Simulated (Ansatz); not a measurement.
# Co: two electronic states of one cell

An SCF can end in more than one state. Here Co, a database entry, slightly rescaled, is run from each state found earlier: which lies lowest, and what else changes?

This is Co in the fcc structure; at room conditions it is hcp.

All numbers below are computed with Ansatz 0.2.0 (DFT, PBE, plane waves, PAW).

### 1 The cell

The structure is cubic, space group Fm-3m (No. 225). The conventional cell has a = 3.628 Å, b = 3.628 Å, c = 3.628 Å, α = 90.00°, β = 90.00°, γ = 90.00°. Co (site symmetry m-3m) has 12 Co at 2.57 Å as nearest neighbours.

Structure file:

```cif
data_structure
_symmetry_space_group_name_H-M 'P 1'
_symmetry_Int_Tables_number 1
_cell_length_a 4.4434
_cell_length_b 4.4434
_cell_length_c 4.4434
_cell_angle_alpha 33.557
_cell_angle_beta 33.557
_cell_angle_gamma 33.557
_cell_volume 23.88
loop_
_atom_site_label
_atom_site_type_symbol
_atom_site_fract_x
_atom_site_fract_y
_atom_site_fract_z
_atom_site_occupancy
Co1 Co 0.00000 0.00000 0.00000 1
Co2 Co 0.50000 0.50000 0.50000 1
```

The states: A, Co1 up, Co2 up (collinear spin); B, no atom with a moment over 0.3 μB (no spin polarisation). Each run reads its own saved solution as saved_state.

### 2 State A: the run

Input file input.yaml:

```yaml
crystal:
  lattice:
    - [1.814027, 1.814027, 3.628054]
    - [3.628054, 1.814027, 1.814027]
    - [1.814027, 3.628054, 1.814027]
  atoms:
    - { symbol: Co, position: [0.0, 0.0, 0.0], spin: 3.0 }
    - { symbol: Co, position: [0.5, 0.5, 0.5], spin: 3.0 }
kpoints:
  mp_grid: { grid: [8, 8, 8], shift: [0, 0, 0] }
  band_path:
    path:
      - [0.0, 0.0, 0.0]
      - [0.5, 0.5, 1.0]
      - [0.875, 0.875, 1.25]
      - [0.75, 1.125, 1.125]
      - [0.0, 0.0, 0.0]
      - [1.0, 1.0, 1.0]
      - [0.75, 1.0, 1.25]
      - [0.5, 0.5, 1.0]
    npoints: 8
magnetization:
  spin_polarized: true
scf:
  occupations: { method: fermi_dirac }
  lower_state_search: "off"
  max_iter: 200
hamiltonian:
  pseudopotentials: { kind: paw }
  xc: pbe
basis:
  ecutwfc: 420
  fft_grid_basis: typed
output:
  forces: true
  stress: true
  eigenvalues: true
  bader: true
  populations: true
  elf: true
  write_potential: true
  volumetric_format: npy
  dos:
    e_range: [-12, 8]
    de: 0.05
    projected: { site_lists: { Co: [Co] } }
checkpoint:
  read: saved_state
```

Output:

```text
Warning: checkpoint.read: basis.xc_grid differs: saved 1, current 2 (points along each axis for each point of the dense box; where the key is left out runs that use forces, runs that use the stress, dielectric runs by a finite field, finite-displacement phonons, runs of phonons.displacement_patterns under a GGA or a meta-GGA, phonons by method: dfpt, dielectric runs by the response, runs on support functions, runs on PAW files under a meta-GGA or a hybrid on one, runs at kind: all_electron or under a hybrid on a GGA, runs under a text's formulas of a gradient, and runs on PAW files that evaluate rPW86 or Becke's exchange or LYP's correlation can take a finer level, which can go by the root key accuracy; a number is taken as typed: the saved number, typed, holds this deck to the state's level, where the deck is accepted there); the SCF iterates at this deck's level from the saved density; a trajectory continued from that state goes on on another energy surface; basis.xc_grid: 1, typed and accepted, keeps it on the saved one
Warning: RAYON_NUM_THREADS=1 ignored (pool sized by the plan → 1); use --threads N
Engine: ansatz 0.2.0, aarch64-unknown-linux-gnu
Pseudopotentials: kind: paw
Pseudopotential: Co, paw, valence charge 17, recommended cutoff 420 eV (normal), Co.paw.azcp
Functional definition: PBE
  parameter kappa = 0.804
  parameter beta = 0.06672455060314922
  exchange = pbe_x(kappa = kappa, mu = beta*pi^2/3)
  correlation = pbe_c(beta = beta)
Crystal: 2 atoms, lattice volume = 23.878 Å³
Basis set: ecut = 420 eV, 501 PW (Γ), exchange–correlation on 60×60×60 points (8 copies of the dense FFT grid, shifted against one another)
Bands: 24, of which v1, the nominal top of the filled ones, is band 17 counted from 1 (16 counted from 0)
Symmetry: 24 space group operations
Space group: Fm-3m (ITA 225), of the structure as read, at distance tolerance 2.9e-5 Å
Magnetic group: BNS 225.116 (UNI 1618), of the structure as read, at distance tolerance 2.9e-5 Å
k-points: 65 of 512
Non-local potential: Co, projectors of the file, l = 0: 3, l = 1: 2, l = 2: 3, l = 3: 1
PAW form: soft (Blöchl's): semilocal exchange-correlation on the pseudo side does not see the compensation charge
PAW one-centre angular grid: Co, 590 points (default); XC on 64 Gauss nodes
Initial density: read from a saved state, or passed on in memory by an earlier SCF of this step, an earlier step, the calling program or the single point that the run made first
Starting moments: Σ|m| = 6 μB on 2 of 2 sites; this step starts from the density that it was given
Initial wavefunctions: pseudopotential atomic-orbital guess
Functional: x = pbe(κ = 0.804, μ = 0.2195149727645171), c = pbe(β = 0.06672455060314922)
iter 1 solved again at ethr=9.29e-6 eV; its pass at ethr=3.10e-3 eV (dr2=3.16e-3 eV) is discarded
SCF iter   1: F=—  HF=-10251.993524 eV  |F-HF|=—  |Δ(HF+E_count)|=         —  Δρ=1.19e-2 (↑1.14e-2 ↓1.19e-2)  dr2=3.16e-3  dr2_m=2.80e-2  M=3.414 μB ∫|m|=3.759 μB  β_m=0.30  ethr=9.29e-6  ⟨swp⟩=2.1  Hψ=17246  notcnv=0
preconditioner: auto → none  [metal: Δε(μ)=0.018 eV  Ē_g=10.094 eV  σ=0.100 eV  W_gap=0.05  n_scr=8 (ndim 8)  ℏωp=32.2 eV  f_vac=0.000  D(μ)=2.57/eV (n_scr^D=28)]
SCF iter   2: F=—  HF=-10252.101336 eV  |F-HF|=—  |Δ(HF+E_count)|=   1.08e-1  Δρ=8.25e-3 (↑8.09e-3 ↓8.25e-3)  dr2=1.26e-3  dr2_m=1.38e-2  M=3.418 μB ∫|m|=3.762 μB  β_m=0.49  ethr=9.29e-6  ⟨swp⟩=2.1  Hψ=5272  notcnv=0
SCF iter   3: F=—  HF=-10252.191564 eV  |F-HF|=—  |Δ(HF+E_count)|=   9.02e-2  Δρ=4.57e-3 (↑4.44e-3 ↓4.57e-3)  dr2=3.71e-3  dr2_m=2.80e-3  M=3.416 μB ∫|m|=3.758 μB  β_m=0.50  ethr=3.71e-6  ⟨swp⟩=2.0  Hψ=6240  notcnv=0
SCF iter   4: F=—  HF=-10252.214509 eV  |F-HF|=—  |Δ(HF+E_count)|=   2.29e-2  Δρ=4.53e-4 (↑4.53e-4 ↓1.88e-4)  dr2=3.48e-5  dr2_m=8.50e-6  M=3.419 μB ∫|m|=3.759 μB  β_m=0.60  ethr=3.71e-6  ⟨swp⟩=2.3  Hψ=5593  notcnv=0
SCF iter   5: F=—  HF=-10252.214365 eV  |F-HF|=—  |Δ(HF+E_count)|=   1.43e-4  Δρ=2.13e-4 (↑1.35e-4 ↓2.13e-4)  dr2=1.53e-5  dr2_m=8.09e-7  M=3.420 μB ∫|m|=3.759 μB  β_m=0.70  ethr=1.02e-7  ⟨swp⟩=2.2  Hψ=5576  notcnv=0
SCF iter   6: F=—  HF=-10252.214365 eV  |F-HF|=—  |Δ(HF+E_count)|=   1.76e-7  Δρ=4.81e-5 (↑3.39e-5 ↓4.81e-5)  dr2=8.17e-7  dr2_m=6.02e-8  M=3.420 μB ∫|m|=3.759 μB  β_m=0.85  ethr=4.51e-8  ⟨swp⟩=2.5  Hψ=4238  notcnv=0
SCF iter   7: F=-10252.214366 eV  HF=-10252.214366 eV  |F-HF|=4.57e-9  |Δ(HF+E_count)|=   1.56e-7  Δρ=1.04e-5 (↑7.43e-6 ↓1.04e-5)  dr2=2.12e-8  dr2_m=6.74e-9  M=3.420 μB ∫|m|=3.759 μB  ethr=2.94e-10  ⟨swp⟩=5.8  Hψ=17891  notcnv=0
the search or the solves at the SCF's close seem to have found levels that the self-consistency loop had missed (the run counts 2). By its estimate they hold under 1e-12 electrons; where the run keeps them, the occupations were computed again with them
SCF 1 converged in 7 iterations: F = -10252.214366 eV  dr2 = 2.12e-8
NSCF: frozen V_eff on 57 k-points
SCF converged after 7 iterations
Magnetization: 3.4195 μB (18.7098 up, 15.2902 down)
Absolute magnetization: 3.7596 μB (∫|ρ↑−ρ↓|, with the PAW one-centre terms)
Spin contamination: 0.0642 ħ² per cell (⟨S²⟩ above its minimum at these occupations)
Per-site moments (μB) at R_I (Å): [(1.7868249811276895, 1.0582364041882784), (1.7868249811276895, 1.0582364041882784)]
Free energy (F): -10252.214366 eV
Harris-Foulkes:  -10252.214366 eV  (|F-HF|=4.57e-9)
Internal energy: -10252.132316 eV  (E = F + TS)
E sigma→0 (E₀):  -10252.173341 eV
Entropy (-TS):   -0.082050 eV (-41.025 meV/atom)
Fermi energy:    16.765645 eV
--- Per-component energies (eV) ---
  E_band       = -553.666727
  E_kinetic    = 901.532216
  E_local      = -5935.309674  (includes V_loc(G=0)·N_el)
  E_nonlocal   = 909.355807
  E_hartree    = 2477.329893
  E_xc         = -315.895637
  E_vxc        = -407.482538  (∫ρ·V_xc dr)
  E_paw        = -3030.157106  (= ΣΔE_a)
  E_vpaw       = -976.435537  (= ΣTr[D̂ρ^β])
  E_aug_tail   = 0.000132  (compensation charges beyond the density's cutoff)
  E_ewald      = -5258.987947
  E_smearing   = -0.082050  (= −TS)
  E_closure    = -0.000000  (closes the sum)
  Σ components = -10252.214366   (vs F -10252.214366, Δ=0.00e0)
--- Forces (eV/Å), atoms counted from 1 ---
  atom   1  Co     0.00000000    -0.00000000     0.00000000
  atom   2  Co     0.00000000    -0.00000000     0.00000000
  max |Σ_I F_I| component: 2.25e-28 eV/Å
--- Stress (GPa, compression-positive) ---
      -15.184437       0.352563       0.352563
        0.352563     -15.184437       0.352563
        0.352563       0.352563     -15.184437
  P = ⅓ Tr σ = -15.1844 GPa (-151.844 kbar)
--- Band table (eV; the first three rows and the last of 130) ---
  k-point 0 ↑: bands = ["-79.4090", "-79.3732", "-42.7605", "-42.5598", "-42.5598", "-42.5341", "-42.5272", "-42.5272", "8.1659", "11.8941", "14.0019", "14.0019", "14.1370", "14.1370", "14.1375", "14.9971", "14.9971", "15.8048", "15.8048", "16.4219", "22.0142", "37.3947", "38.7621", "39.6090"]
  k-point 1 ↑: bands = ["-79.4040", "-79.3711", "-42.7485", "-42.5835", "-42.5648", "-42.5540", "-42.5396", "-42.5346", "8.6903", "12.2054", "13.7623", "13.9770", "14.2020", "14.2657", "14.2680", "14.6998", "14.8696", "15.0438", "15.7394", "18.0083", "22.2528", "34.1803", "37.0761", "37.5587"]
  k-point 2 ↑: bands = ["-79.3917", "-79.3666", "-42.7161", "-42.6404", "-42.6190", "-42.5763", "-42.5565", "-42.5531", "10.1301", "12.8468", "13.2555", "13.6166", "14.0018", "14.3150", "14.5044", "14.6722", "14.9430", "15.2774", "15.6090", "19.9247", "23.2632", "28.8168", "32.5418", "35.2715"]
  k-point 64 ↓: bands = ["-77.2252", "-77.2252", "-40.5277", "-40.5277", "-40.4247", "-40.4247", "-40.4247", "-40.4247", "10.3134", "10.3134", "15.2546", "15.2546", "16.0186", "16.0186", "16.0186", "16.0186", "17.1611", "17.1611", "17.1611", "17.1611", "30.6534", "30.6534", "38.6125", "38.6125"]
--- Löwdin populations: 2 sites ---
  site symbol       q [e]    m [muB]
     0     Co     16.7671     1.7816
     1     Co     16.7671     1.7816
  spilling = 0.013698 (of n_electrons = 34.000000)
--- Bader charges: 2 sites ---
  site symbol  charge [e]  shift [e]    m [muB]
     0     Co      0.0000     0.0000     1.7097
     1     Co      0.0000     0.0000     1.7097
  estimated error of the sums over rays = 1.2e-5 e
```

Run time: 22 s. Hardware: 1 thread of an Arm CPU, shared host; peak memory 0.33 GiB.

### 3 State A: levels and charges

States per cell by energy window, from dos.tsv and pdos.tsv (tetrahedra; eV from the Fermi level):

```csv
from,to,total,up,down,Co s,Co d
-8.0,-7.0,0.15,0.08,0.08,0.14,0.00
-7.0,-6.0,0.26,0.14,0.12,0.24,0.02
-6.0,-5.0,0.45,0.27,0.18,0.34,0.10
-5.0,-4.0,1.68,1.36,0.32,0.47,1.18
-4.0,-3.0,2.74,1.92,0.82,0.29,2.38
-3.0,-2.0,4.54,3.03,1.51,0.15,4.24
-2.0,-1.0,4.86,2.75,2.10,0.10,4.59
-1.0,0.0,3.14,1.10,2.04,0.12,2.95
0.0,1.0,3.03,0.33,2.70,0.15,2.79
1.0,2.0,1.27,0.28,0.98,0.18,0.97
2.0,3.0,0.65,0.26,0.40,0.19,0.26
3.0,4.0,0.52,0.23,0.30,0.14,0.13
4.0,5.0,0.44,0.19,0.25,0.10,0.08
```

By element, from the tables in the log (a charge is positive for electrons lost): Löwdin charges also hold the electrons that the projection spills.

```csv
element,atoms,Bader charge (e),Bader volume (Å³),Löwdin charge (e),"Bader moment, size (μB)"
Co,2,0.00,11.9,+0.23,1.71
```

The Löwdin projection spills 1.4 % of the electrons and depends on the orbitals chosen; where it disagrees with Bader's partition, neither is an observable.

The main site moments: Co1 up, Co2 up.

### 4 Run from state B

input.yaml, as its differences from that of step 2:

```diff
@@ -6,19 +6,8 @@
   atoms:
-    - { symbol: Co, position: [0.0, 0.0, 0.0], spin: 3.0 }
-    - { symbol: Co, position: [0.5, 0.5, 0.5], spin: 3.0 }
+    - { symbol: Co, position: [0.0, 0.0, 0.0] }
+    - { symbol: Co, position: [0.5, 0.5, 0.5] }
 kpoints:
   mp_grid: { grid: [8, 8, 8], shift: [0, 0, 0] }
-  band_path:
-    path:
-      - [0.0, 0.0, 0.0]
-      - [0.5, 0.5, 1.0]
-      - [0.875, 0.875, 1.25]
-      - [0.75, 1.125, 1.125]
-      - [0.0, 0.0, 0.0]
-      - [1.0, 1.0, 1.0]
-      - [0.75, 1.0, 1.25]
-      - [0.5, 0.5, 1.0]
-    npoints: 8
 magnetization:
-  spin_polarized: true
+  spin_polarized: false
 scf:
```

Output:

```text
Warning: checkpoint.read: basis.xc_grid differs: saved 1, current 2 (points along each axis for each point of the dense box; where the key is left out runs that use forces, runs that use the stress, dielectric runs by a finite field, finite-displacement phonons, runs of phonons.displacement_patterns under a GGA or a meta-GGA, phonons by method: dfpt, dielectric runs by the response, runs on support functions, runs on PAW files under a meta-GGA or a hybrid on one, runs at kind: all_electron or under a hybrid on a GGA, runs under a text's formulas of a gradient, and runs on PAW files that evaluate rPW86 or Becke's exchange or LYP's correlation can take a finer level, which can go by the root key accuracy; a number is taken as typed: the saved number, typed, holds this deck to the state's level, where the deck is accepted there); the SCF iterates at this deck's level from the saved density; a trajectory continued from that state goes on on another energy surface; basis.xc_grid: 1, typed and accepted, keeps it on the saved one
Warning: RAYON_NUM_THREADS=1 ignored (pool sized by the plan → 1); use --threads N
[... 8 set-up lines as earlier in the session ...]
Crystal: 2 atoms, lattice volume = 23.878 Å³
Basis set: ecut = 420 eV, 501 PW (Γ), exchange–correlation on 60×60×60 points (8 copies of the dense FFT grid, shifted against one another)
Bands: 21, of which v1, the nominal top of the filled ones, is band 17 counted from 1 (16 counted from 0)
[... 2 set-up lines as earlier in the session ...]
k-points: 65 of 512
[... 6 set-up lines as earlier in the session ...]
iter 1 solved again at ethr=3.06e-6 eV; its pass at ethr=3.10e-3 eV (dr2=1.04e-3 eV) is discarded
SCF iter   1: F=—  HF=-10251.675887 eV  |F-HF|=—  |Δ(HF+E_count)|=         —  Δρ=2.84e-3  dr2=1.01e-3  ethr=3.06e-6  ⟨swp⟩=2.3  Hψ=8102  notcnv=0
preconditioner: auto → none  [metal: Δε(μ)=0.005 eV  Ē_g=5.267 eV  σ=0.100 eV  W_gap=0.01  n_scr=8 (ndim 8)  ℏωp=32.2 eV  f_vac=0.000  D(μ)=6.07/eV (n_scr^D=128)]
SCF iter   2: F=—  HF=-10251.675827 eV  |F-HF|=—  |Δ(HF+E_count)|=   5.98e-5  Δρ=5.94e-4  dr2=1.97e-5  ethr=2.98e-6  ⟨swp⟩=2.0  Hψ=1754  notcnv=0
SCF iter   3: F=—  HF=-10251.675861 eV  |F-HF|=—  |Δ(HF+E_count)|=   3.31e-5  Δρ=2.35e-4  dr2=3.25e-6  ethr=5.80e-8  ⟨swp⟩=2.2  Hψ=2096  notcnv=0
SCF iter   4: F=—  HF=-10251.675868 eV  |F-HF|=—  |Δ(HF+E_count)|=   7.18e-6  Δρ=6.29e-5  dr2=2.39e-7  ethr=9.56e-9  ⟨swp⟩=2.0  Hψ=1905  notcnv=0
iter 5 did not close the SCF: its close was put off for the readings that it lacked (scf_convergence_deferred on its scf_iter line)
SCF iter   5: F=-10251.675868 eV  HF=-10251.675868 eV  |F-HF|=2.18e-10  |Δ(HF+E_count)|=   7.90e-8  Δρ=2.02e-5  dr2=3.04e-8  ethr=7.04e-10  ⟨swp⟩=1.1  Hψ=1484  notcnv=0
SCF iter   6: F=-10251.675868 eV  HF=-10251.675868 eV  |F-HF|=8.88e-10  |Δ(HF+E_count)|=   1.39e-8  Δρ=2.60e-6  dr2=7.33e-10  ethr=8.94e-11  ⟨swp⟩=5.8  Hψ=8677  notcnv=0
SCF 1 converged in 6 iterations: F = -10251.675868 eV  dr2 = 7.33e-10
SCF converged after 6 iterations
Free energy (F): -10251.675868 eV
Harris-Foulkes:  -10251.675868 eV  (|F-HF|=8.88e-10)
Internal energy: -10251.480155 eV  (E = F + TS)
E sigma→0 (E₀):  -10251.578011 eV
Entropy (-TS):   -0.195713 eV (-97.857 meV/atom)
Fermi energy:    16.452471 eV
--- Per-component energies (eV) ---
  E_band       = -553.537719
  E_kinetic    = 902.455083
  E_local      = -5934.486035  (includes V_loc(G=0)·N_el)
  E_nonlocal   = 907.349634
  E_hartree    = 2476.511993
  E_xc         = -315.913532
  E_vxc        = -407.520032  (∫ρ·V_xc dr)
  E_paw        = -3028.409491  (= ΣΔE_a)
  E_vpaw       = -974.357885  (= ΣTr[D̂ρ^β])
  E_aug_tail   = 0.000140  (compensation charges beyond the density's cutoff)
  E_ewald      = -5258.987947
  E_smearing   = -0.195713  (= −TS)
  E_closure    = 0.000000  (closes the sum)
  Σ components = -10251.675868   (vs F -10251.675868, Δ=0.00e0)
--- Forces (eV/Å), atoms counted from 1 ---
  atom   1  Co     0.00000000    -0.00000000    -0.00000000
  atom   2  Co     0.00000000     0.00000000    -0.00000000
  max |Σ_I F_I| component: 2.70e-28 eV/Å
--- Stress (GPa, compression-positive) ---
      -25.484668      -0.064373      -0.064373
       -0.064373     -25.484668      -0.064373
       -0.064373      -0.064373     -25.484668
  P = ⅓ Tr σ = -25.4847 GPa (-254.847 kbar)
--- Band table (eV; the first three rows and the last of 65) ---
  k-point 0: bands = ["-78.4186", "-78.3819", "-41.7860", "-41.5908", "-41.5908", "-41.5571", "-41.5571", "-41.5501", "8.1586", "12.3339", "14.8348", "14.8348", "14.8846", "14.8846", "14.8882", "15.9854", "15.9854", "16.3906", "16.7294", "16.7294", "22.4640"]
  k-point 1: bands = ["-78.4135", "-78.3797", "-41.7735", "-41.6156", "-41.5960", "-41.5851", "-41.5648", "-41.5558", "8.6847", "12.6634", "14.5511", "14.7068", "15.0230", "15.0241", "15.0528", "15.2256", "15.8422", "16.0303", "16.6508", "18.4102", "22.6644"]
  k-point 2: bands = ["-78.4009", "-78.3751", "-41.7396", "-41.6748", "-41.6528", "-41.6080", "-41.5840", "-41.5733", "10.1462", "13.3684", "13.9426", "14.3015", "14.6061", "15.1528", "15.3032", "15.5833", "15.7954", "16.2416", "16.4752", "20.3091", "23.5669"]
  k-point 64: bands = ["-78.4001", "-78.4001", "-41.6687", "-41.6687", "-41.5740", "-41.5740", "-41.5740", "-41.5740", "10.2828", "10.2828", "14.5030", "14.5030", "15.0842", "15.0842", "15.0842", "15.0842", "16.0833", "16.0833", "16.0833", "16.0833", "30.4103"]
--- Löwdin populations: 2 sites ---
  site symbol       q [e]
     0     Co     16.7833
     1     Co     16.7833
  spilling = 0.012746 (of n_electrons = 34.000000)
--- Bader charges: 2 sites ---
  site symbol  charge [e]  shift [e]
     0     Co      0.0000     0.0000
     1     Co      0.0000     0.0000
  estimated error of the sums over rays = 1.1e-5 e
```

Run time: 15 s. Hardware: 1 thread of an Arm CPU, shared host; peak memory 0.32 GiB.

### 5 What state B looks like

Counts of states in windows (eV from the Fermi level; tetrahedra), total and projected:

```csv
from,to,total,Co s,Co d
-8.0,-7.0,0.12,0.11,0.00
-7.0,-6.0,0.23,0.21,0.01
-6.0,-5.0,0.35,0.29,0.05
-5.0,-4.0,0.76,0.45,0.30
-4.0,-3.0,2.64,0.45,2.13
-3.0,-2.0,3.51,0.07,3.31
-2.0,-1.0,5.25,0.16,4.91
-1.0,0.0,4.93,0.06,4.79
0.0,1.0,3.56,0.13,3.39
1.0,2.0,0.75,0.22,0.42
2.0,3.0,0.60,0.20,0.21
3.0,4.0,0.54,0.15,0.12
4.0,5.0,0.45,0.11,0.07
```

By element, from the tables in the log (a charge is positive for electrons lost): Löwdin charges also hold the electrons that the projection spills.

```csv
element,atoms,Bader charge (e),Bader volume (Å³),Löwdin charge (e)
Co,2,0.00,11.9,+0.22
```

The Löwdin projection spills 1.3 % of the electrons and depends on the orbitals chosen; where it disagrees with Bader's partition, neither is an observable.

### 6 The states side by side

```csv
state,free energy (meV/atom),largest site moment (μB),size of the net moment (μB/cell),gap (eV),pressure (GPa),largest force (eV/Å),SCF cycles
A,0.0,1.79,3.42,metal,-15.2,0.00,7
B,269.2,–,–,metal,-25.5,0.00,6
```

State A lies lowest, 269.2 meV per atom under state B. At the same volume their pressures differ by 10.3 GPa, the state with the larger moments having the higher pressure, so it wants the larger volume. Not all runs allow spin: where it is off, the gap in energy is mostly the cost of forbidding moments, not two ends of one search.

Limits of this run: the k mesh is coarse for a cell without a gap.
